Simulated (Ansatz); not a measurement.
Input of an Ansatz 0.2.0 run:

File input.yaml:

```yaml
crystal:
  lattice:
    - [-1.641, 1.641, 1.641]
    - [1.641, -1.641, 1.641]
    - [1.641, 1.641, -1.641]
  atoms:
    - { symbol: Ti, position: [0.0, 0.0, 0.0] }
hamiltonian:
  xc: pbe
  pseudopotentials: { kind: paw }
kpoints:
  mp_grid: { grid: [11, 11, 11] }
scf:
  occupations: { method: gaussian, width: 0.024 }
output:
  forces: true
  stress: true
  eigenvalues: true
  write_density: true
  write_potential: true
  elf: true
  volumetric_format: npy
```

Potentials or basis: Ansatz PAW.

Run with:

```console
$ ansatz run input.yaml --threads 2 --pin off --max-ram 5632MiB --backend cpu --events-out ev --progress --plain --runs-dir out
```

(1) What does it give for the pressure?

(2) Estimate the band gap on the k mesh.

Results:

(1) -2.9 GPa.

(2) none (metal or under the smearing width).
